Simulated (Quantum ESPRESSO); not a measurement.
**Ta2N: Wannier functions under several settings**

```xyz
3
Lattice="3.1129 0.0000 0.0000 -1.5564 2.6958 0.0000 0.0000 0.0000 4.8698" Properties=species:S:1:pos:R:3 pbc="T T T"
Ta    0.0000    1.7972    1.2404
Ta    1.5564    0.8986    3.6294
N     0.0000    0.0000    0.0000
```

The cell comes from a database or a generator and needn't be the stable form of this composition.

All runs used Quantum ESPRESSO 7.5; potentials PseudoDojo 0.4.1 SR PBEsol standard; k mesh 8 × 8 × 5; given cell; no spin polarisation; cutoff 1143 eV; occupations fermi-dirac, width 0.05 eV.

```tsv
level	start	Wannier mesh	spread a function (Å²)	RMS miss of the bands (meV)
PBEsol	atomic projections with disentanglement	6 × 6 × 4	1.24	12
PBEsol	atomic projections with disentanglement, not minimised	6 × 6 × 4	?	?
PBEsol	SCDM with an erfc weight	6 × 6 × 4	2.26	17
```

Task: What stands in the row left open?

Result: Spread a function 1.74 Å²; RMS miss of the bands 13 meV.

Caveats: the Wannier minimisation didn't converge (some runs).

